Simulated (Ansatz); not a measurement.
**LDA, PBE, PBEsol and r²SCAN on KBr**

```yaml
crystal:
  lattice:
    - [0.00000, 3.29250, 3.29250]
    - [3.29250, 0.00000, 3.29250]
    - [3.29250, 3.29250, 0.00000]
  atoms:
    - { symbol: K, position: [0.00000, 0.00000, 0.00000] }
    - { symbol: Br, position: [0.50000, 0.50000, 0.50000] }
```

Atom numbers follow the list: K1, Br2.

The cell is COD entry 1010046, as deposited and not checked against the literature; nothing was relaxed. It is an old determination, and later ones may differ.

One fixed cell is solved with several functionals by PAW (frozen-core files) in Ansatz 0.2.0, scalar-relativistically. A positive pressure means that the functional wants a larger cell.

The PAW files were made with PBE; their cores are remade for each functional.

Numerical set-up: a Γ-centred 7×7×7 k mesh, Fermi–Dirac smearing of 0.01 eV, cutoff 420 eV, no spin polarisation.

Cutoffs: PBE 420 eV, LDA 420 eV, PBEsol 420 eV, r²SCAN 500 eV.

```csv
setting,P (GPa),gap over the k mesh and a high-symmetry path (eV),"lowest level at Γ above −25 eV, from the valence-band top or, without a gap, the Fermi level (eV)"
PBE,?,4.45,-12.30
LDA,-1.56,4.05,-12.38
PBEsol,-0.23,?,-12.32
r²SCAN,0.18,5.10,-12.72
```

Task: What belongs in the row "PBEsol", column "gap over the k mesh and a high-symmetry path (eV)"?

Result: 4.30.

Task: What belongs in the row "PBE", column "P (GPa)"?

Result: 0.83.
